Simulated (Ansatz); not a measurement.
# WC (Fm-3m) in Ansatz: notebook

The runs below take WC through band structure, with PBEsol.

All numbers are computed with Ansatz 0.2.0; they aren't measurements. Logs are shortened: lines on timing, memory, paths and dates and some standing lists are left out, and cuts for length are marked.

**1. The structure**

The structure is cubic, space group Fm-3m (No. 225). Conventional cell: a = 4.385 Å, b = 4.385 Å, c = 4.385 Å, α = 90.00°, β = 90.00°, γ = 90.00°. W (site symmetry m-3m) has 6 C at 2.19 Å as nearest neighbours. C (site symmetry m-3m) has 6 W at 2.19 Å as nearest neighbours.

Measurements of this composition are mostly on another form, of space group No. 187.

**2. Band structure, PBEsol**

Input file input.yaml:

```yaml
crystal:
  lattice:
    - [0.0, 2.192684, 2.192684]
    - [2.192684, 0.0, 2.192684]
    - [2.192684, 2.192684, 0.0]
  atoms:
    - { symbol: W, position: [0.0, 0.0, 0.0] }
    - { symbol: C, position: [0.5, 0.5, 0.5] }
kpoints:
  mp_grid: { grid: [10, 10, 10] }
  band_path:
    path:
      - [0.0, 0.0, 0.0]
      - [0.5, 0.0, 0.5]
      - [0.5, 0.25, 0.75]
      - [0.375, 0.375, 0.75]
      - [0.0, 0.0, 0.0]
      - [0.5, 0.5, 0.5]
      - [0.625, 0.25, 0.625]
      - [0.5, 0.25, 0.75]
    npoints: 6
scf:
  occupations: { method: fermi_dirac, width: 0.05 }
hamiltonian:
  xc: pbesol
  pseudopotentials: { kind: all_electron, lapw: { basis_error: 0.001 } }
output:
  forces: true
  stress: true
  eigenvalues: true
```

Potentials or basis: all-electron LAPW, scalar-relativistic.

The run is started by

```
> ansatz run input.yaml --threads 1 --pin off --max-ram 3072MiB --backend cpu --events-out ev --progress --plain --runs-dir out
```

Standard output:

```text
Warning: RAYON_NUM_THREADS=1 ignored (pool sized by the plan → 1); use --threads N
LAPW: plane waves up to 9.393 Å⁻¹, error target 1.0e-3 eV per atom; small_component_spin mean_spin; C in spheres of 0.903 Å, 6 of its electrons in bands, Dirac shells []; W in spheres of 1.290 Å, 44 of its electrons in bands, Dirac shells [] (how accurate: hamiltonian.pseudopotentials.lapw.basis_error, Limitations)
Engine: ansatz 0.2.0, x86_64-unknown-linux-gnu
Pseudopotentials: kind: all_electron
Pseudopotential: W, LAPW, valence charge 44, lapw/all_electron/scalar/gaussian/W, Koelling and Harmon's equation, gaussian nucleus
Pseudopotential: C, LAPW, valence charge 6, lapw/all_electron/scalar/gaussian/C, Koelling and Harmon's equation, gaussian nucleus
Functional definition: PBEsol
  exchange = pbesol_x
  correlation = pbesol_c
Crystal: 2 atoms, lattice volume = 21.084 Å³
Basis set: ecut = 336.115688246026 eV, 283 PW (Γ), exchange–correlation at level 2
Bands: 30, of which v1, the nominal top of the filled ones, is band 25 counted from 1 (24 counted from 0)
Symmetry: 48 space group operations
Space group: Fm-3m (ITA 225), of the structure as read, at distance tolerance 2.8e-5 Å
k-points: 47 of 1000
Non-local potential: W, projectors of the file, none
Non-local potential: C, projectors of the file, none
Initial density: superposition of atomic densities (chi_scale 0.1, normalization cell, long waves kept (reshape's long-wave potential 0.00 eV rms))
Initial wavefunctions: plane waves of lowest kinetic energy (no species holds an atomic orbital)
Functional: x = pbesol(κ = 0.804, μ = 0.12345679012345678), c = pbesol(β = 0.046)
iter 1 solved again at ethr=9.60e-3 eV; its pass at ethr=1.00e-1 eV (dr2=4.80e0 eV) is discarded
SCF iter   1: F=—  HF=-440107.954635 eV  |F-HF|=—  |Δ(HF+E_count)|=         —  Δρ=1.35e-1  dr2=4.80e0  ethr=9.60e-3  ⟨swp⟩=2.0  Hψ=8717  notcnv=0
preconditioner: auto → Kerker (q_TF=auto, 3.151 Å⁻¹)  [metal: Δε(μ)=0.027 eV  Ē_g=27.346 eV  σ=0.050 eV  W_gap=0.13  n_scr=14 (ndim 8)  ℏωp=44.3 eV  f_vac=0.000  D(μ)=1.10/eV (n_scr^D=14)]
iter 2 solved again at ethr=2.29e-4 eV; its pass at ethr=9.60e-3 eV (dr2=1.15e-1 eV) is discarded
SCF iter   2: F=—  HF=-440106.227703 eV  |F-HF|=—  |Δ(HF+E_count)|=    1.73e0  Δρ=2.42e-2  dr2=1.15e-1  ethr=2.29e-4  ⟨swp⟩=2.0  Hψ=7169  notcnv=0
preconditioner: auto → none  [insulator: Δε(μ)=0.162 eV  Ē_g=28.715 eV  σ=0.050 eV  W_gap=0.62  n_scr=14 (ndim 8)  ℏωp=44.3 eV  f_vac=0.000  D(μ)=0.72/eV (n_scr^D=8)  ε∞_Penn≈3.4]
SCF iter   3: F=—  HF=-440106.180344 eV  |F-HF|=—  |Δ(HF+E_count)|=         —  Δρ=1.12e-2  dr2=1.03e-2  ethr=2.29e-4  ⟨swp⟩=2.1  Hψ=4309  notcnv=0
the basis was enlarged: its passes take 221.4 KiB over the memory plan, 1 of 1 planned eigensolver slots
SCF iter   4: F=—  HF=-440106.178440 eV  |F-HF|=—  |Δ(HF+E_count)|=   1.90e-3  Δρ=3.46e-3  dr2=8.37e-4  ethr=2.07e-5  ⟨swp⟩=2.4  Hψ=4234  notcnv=0
SCF iter   5: F=—  HF=-440106.172666 eV  |F-HF|=—  |Δ(HF+E_count)|=   5.77e-3  Δρ=9.92e-4  dr2=1.45e-4  ethr=1.67e-6  ⟨swp⟩=3.0  Hψ=4309  notcnv=0
SCF iter   6: F=—  HF=-440106.172650 eV  |F-HF|=—  |Δ(HF+E_count)|=   1.65e-5  Δρ=1.01e-4  dr2=2.86e-6  ethr=2.90e-7  ⟨swp⟩=2.3  Hψ=4148  notcnv=0
SCF iter   7: F=—  HF=-440106.172648 eV  |F-HF|=—  |Δ(HF+E_count)|=   1.75e-6  Δρ=2.51e-5  dr2=1.21e-7  ethr=5.71e-9  ⟨swp⟩=2.0  Hψ=4125  notcnv=0
SCF iter   8: F=-440106.172648 eV  HF=-440106.172648 eV  |F-HF|=1.05e-9  |Δ(HF+E_count)|=   8.25e-8  Δρ=3.91e-6  dr2=1.73e-9  ethr=2.42e-10  ⟨swp⟩=2.7  Hψ=4179  notcnv=0
SCF 1 converged in 8 iterations: F = -440106.172648 eV  dr2 = 1.73e-9
NSCF: frozen V_eff on 43 k-points
SCF converged after 8 iterations
Free energy (F): -440106.172648 eV
Harris-Foulkes:  -440106.172648 eV  (|F-HF|=1.05e-9)
Internal energy: -440106.166257 eV  (E = F + TS)
E sigma→0 (E₀):  -440106.169452 eV
Entropy (-TS):   -0.006391 eV (-3.196 meV/atom)
Fermi energy:    26.669541 eV
--- Per-component energies (eV) ---
  E_band       = -4920.855898
  E_kinetic    = 492719.756762
  E_xc         = -8846.754853
  E_electrostatic = -923979.168166  (all electrons and nuclei)
  E_smearing   = -0.006391  (= −TS)
  E_closure    = 0.000000  (closes the sum)
  E_atoms      = -440084.679543  (free atoms, spherical and without spin; not in F)
  Σ components = -440106.172648   (vs F -440106.172648, Δ=0.00e0)
  Basis errors (estimates in eV, not in F): energy 3.6e-4 per atom: plane waves 3.3e-4 (1.8e-4 summed), levels above the bands 8.5e-86, relativity 3.2e-8, radial functions 3.1e-5, core shells 1.7e-7; eigenvalues (radial functions only) 4.0e-6; not estimated: angular momenta, meshes, grids; target (lapw.basis_error) 1.0e-3; muffin-tin radii C 0.903 Å, W 1.290 Å
--- Forces (eV/Å), atoms counted from 1 ---
  atom   1  W      0.00000000     0.00000000    -0.00000000
  atom   2  C      0.00000000    -0.00000000     0.00000000
  max |Σ_I F_I| component: 2.50e-30 eV/Å
--- Stress (GPa, compression-positive) ---
      -10.213254       0.000000       0.000000
        0.000000     -10.213254      -0.000000
        0.000000      -0.000000     -10.213254
  P = ⅓ Tr σ = -10.2133 GPa (-102.133 kbar)
--- Band table (eV; the first three rows and the last of 47) ---
  k-point 0: bands = ["-392.2525", "-392.2525", "-392.2525", "-238.6807", "-207.5474", "-207.5474", "-207.5352", "-207.5352", "-207.5352", "-48.6799", "-12.7173", "-12.7173", "-12.7173", "-2.9209", "-2.9209", "-2.9209", "-2.9032", "-2.8896", "-2.8896", "-2.8896", "10.8416", "23.8570", "23.8570", "23.8570", "25.5958", "25.5958", "25.5958", "25.6467", "25.6467", "33.0857"]
  k-point 1: bands = ["-392.2525", "-392.2525", "-392.2525", "-238.6807", "-207.5474", "-207.5474", "-207.5352", "-207.5352", "-207.5352", "-48.6764", "-12.7762", "-12.7236", "-12.7236", "-2.9212", "-2.9196", "-2.9196", "-2.9021", "-2.8913", "-2.8913", "-2.8895", "11.1221", "22.9581", "23.4158", "23.4158", "24.4820", "24.4820", "25.9406", "27.7486", "27.7486", "33.6030"]
  k-point 2: bands = ["-392.2525", "-392.2525", "-392.2525", "-238.6807", "-207.5474", "-207.5474", "-207.5352", "-207.5352", "-207.5352", "-48.6671", "-12.9280", "-12.7401", "-12.7401", "-2.9221", "-2.9163", "-2.9163", "-2.8989", "-2.8957", "-2.8957", "-2.8893", "11.9152", "21.3025", "22.0358", "22.0358", "25.0697", "25.0697", "26.3910", "30.1039", "30.1039", "34.6470"]
  k-point 46: bands = ["-392.2525", "-392.2525", "-392.2525", "-238.6807", "-207.5474", "-207.5474", "-207.5352", "-207.5352", "-207.5352", "-48.6302", "-13.1396", "-13.0404", "-12.9335", "-2.9102", "-2.9100", "-2.9099", "-2.9072", "-2.9051", "-2.9037", "-2.8871", "13.8961", "20.5369", "20.6023", "20.6505", "26.3041", "27.8341", "28.9078", "29.9077", "31.6263", "37.6420"]
```

It took 17 s on 1 thread of AMD EPYC 7R43 (Zen 3), shared host; peak memory 0.37 GiB.

What came out:

- Free energy: -440106.1726 eV
- Pressure: -10.2 GPa
- Band gap along the path: none (metal or under the smearing width)

Levels at the corners of the path, in eV from the Fermi level:
| point | band 23 | band 24 | band 25 | band 26 | band 27 | band 28 |
| --- | --- | --- | --- | --- | --- | --- |
| Γ | -2.81 | -2.81 | -1.07 | -1.07 | -1.07 | -1.02 |
| X | -5.63 | -2.52 | -2.52 | 0.80 | 2.23 | 2.23 |
| W | -6.11 | -6.11 | 0.44 | 0.44 | 2.24 | 3.39 |
| K | -5.96 | -4.90 | -1.74 | 1.39 | 2.48 | 4.81 |
| Γ | -2.81 | -2.81 | -1.07 | -1.07 | -1.07 | -1.02 |
| L | -6.63 | -6.63 | 1.00 | 1.00 | 2.28 | 4.85 |
| U | -5.96 | -4.90 | -1.74 | 1.39 | 2.48 | 4.81 |
| W | -6.11 | -6.11 | 0.44 | 0.44 | 2.24 | 3.39 |

Caveat: spin-orbit coupling is left out, which moves the levels of the heavy elements.

**3. Band structure, PBEsol**

input.yaml, as its differences from that of step 2:

```diff
@@ -25,3 +25,6 @@
   xc: pbesol
-  pseudopotentials: { kind: all_electron, lapw: { basis_error: 0.001 } }
+  pseudopotentials:
+    kind: all_electron
+    lapw: { basis_error: 0.001 }
+    relativity: none
 output:
```

Potentials or basis: all-electron LAPW, non-relativistic.

The run is started by

```
> ansatz run input.yaml --threads 1 --pin off --max-ram 3072MiB --backend cpu --events-out ev --progress --plain --runs-dir out
```

Wall time 18 s (1 thread of AMD EPYC 7R43 (Zen 3), shared host); peak memory 0.37 GiB.

It converged, with:

```
Free energy             : -417028.0893 eV
Pressure                : 8.4 GPa
Band gap along the path : none (metal or under the smearing width)
```

Levels at the corners of the path, in eV from the Fermi level:
```
point  band 24  band 25  band 26  band 27  band 28  band 29
    Γ    -2.82    -2.82    -1.12    -1.12    -0.74    -0.74
    X    -4.56    -1.89    -1.89     0.63     2.01     2.01
    W    -5.48    -5.48     0.64     0.64     2.02     4.58
    K    -5.15    -4.63    -1.24     1.22     2.45     4.91
    Γ    -2.82    -2.82    -1.12    -1.12    -0.74    -0.74
    L    -6.51    -6.51     0.84     0.84     2.76     5.54
    U    -5.15    -4.63    -1.24     1.22     2.45     4.91
    W    -5.48    -5.48     0.64     0.64     2.02     4.58
```

Caveat: relativity is left out, which matters for the heavier elements; spin-orbit coupling is left out, which moves the levels of the heavy elements.

**4. Band structure, PBEsol**

input.yaml, as its differences from that of step 3:

```diff
@@ -25,6 +25,3 @@
   xc: pbesol
-  pseudopotentials:
-    kind: all_electron
-    lapw: { basis_error: 0.001 }
-    relativity: none
+  pseudopotentials: { kind: all_electron, datasets: crystal }
 output:
```

Potentials or basis: all-electron PAW datasets made for the crystal.

The run is started by

```
> ansatz run input.yaml --threads 1 --pin off --max-ram 3072MiB --backend cpu --events-out ev --progress --plain --runs-dir out
```

Run time: 21 s. Hardware: 1 thread of AMD EPYC 7R43 (Zen 3), shared host; peak memory 0.59 GiB.

Results (log left out):

```
Free energy             : -440106.1731 eV
Pressure                : -10.2 GPa
Band gap along the path : none (metal or under the smearing width)
```

Levels at the corners of the path, in eV from the Fermi level:
```tsv
point	band 6	band 7	band 8	band 9	band 10	band 11	band 12	band 13
Γ	-2.81	-2.81	-2.81	-1.07	-1.07	-1.07	-1.02	-1.02
X	-5.84	-5.63	-2.52	-2.52	0.80	2.23	2.23	5.37
W	-6.35	-6.11	-6.11	0.44	0.44	2.24	3.39	4.87
K	-7.02	-5.96	-4.90	-1.74	1.39	2.48	4.81	4.81
Γ	-2.81	-2.81	-2.81	-1.07	-1.07	-1.07	-1.02	-1.02
L	-9.85	-6.63	-6.63	1.00	1.00	2.28	4.85	8.75
U	-7.02	-5.96	-4.90	-1.74	1.39	2.48	4.81	4.81
W	-6.35	-6.11	-6.11	0.44	0.44	2.24	3.39	4.87
```

Caveat: spin-orbit coupling is left out, which moves the levels of the heavy elements.

**5. Band structure, PBEsol**

input.yaml, as its differences from that of step 4:

```diff
@@ -25,3 +25,6 @@
   xc: pbesol
-  pseudopotentials: { kind: all_electron, datasets: crystal }
+  pseudopotentials:
+    kind: all_electron
+    lapw: { basis_error: 0.001 }
+    dirac_shells: { W: ["4p", "4d"] }
 output:
```

Potentials or basis: all-electron LAPW, inner shells corrected to Dirac's equation.

The run is started by

```
> ansatz run input.yaml --threads 1 --pin off --max-ram 3072MiB --backend cpu --events-out ev --progress --plain --runs-dir out
```

Run time: 16 s. Hardware: 1 thread of AMD EPYC 7R43 (Zen 3), shared host; peak memory 0.36 GiB.

Results (log left out):

- Free energy: -440738.5051 eV
- Pressure: -10.1 GPa
- Band gap along the path: none (metal or under the smearing width)

Levels at the corners of the path, in eV from the Fermi level:
| point | band 21 | band 22 | band 23 | band 24 | band 25 | band 26 | band 27 | band 28 | band 29 | band 30 |
| --- | --- | --- | --- | --- | --- | --- | --- | --- | --- | --- |
| Γ | -15.83 | -2.81 | -2.81 | -2.81 | -1.07 | -1.07 | -1.07 | -1.02 | -1.02 | 6.42 |
| X | -13.58 | -5.84 | -5.62 | -2.52 | -2.52 | 0.80 | 2.23 | 2.23 | 5.37 | 7.22 |
| W | -12.66 | -6.35 | -6.10 | -6.10 | 0.44 | 0.44 | 2.24 | 3.40 | 4.87 | 11.74 |
| K | -12.79 | -7.01 | -5.96 | -4.90 | -1.74 | 1.39 | 2.48 | 4.81 | 4.81 | 9.70 |
| Γ | -15.83 | -2.81 | -2.81 | -2.81 | -1.07 | -1.07 | -1.07 | -1.02 | -1.02 | 6.42 |
| L | -11.17 | -9.85 | -6.63 | -6.63 | 1.00 | 1.00 | 2.28 | 4.85 | 8.75 | 8.75 |
| U | -12.79 | -7.01 | -5.96 | -4.90 | -1.74 | 1.39 | 2.48 | 4.81 | 4.81 | 9.70 |
| W | -12.66 | -6.35 | -6.10 | -6.10 | 0.44 | 0.44 | 2.24 | 3.40 | 4.87 | 11.74 |

Caveat: spin-orbit coupling is left out, which moves the levels of the heavy elements.

[end of part 1 of 2]
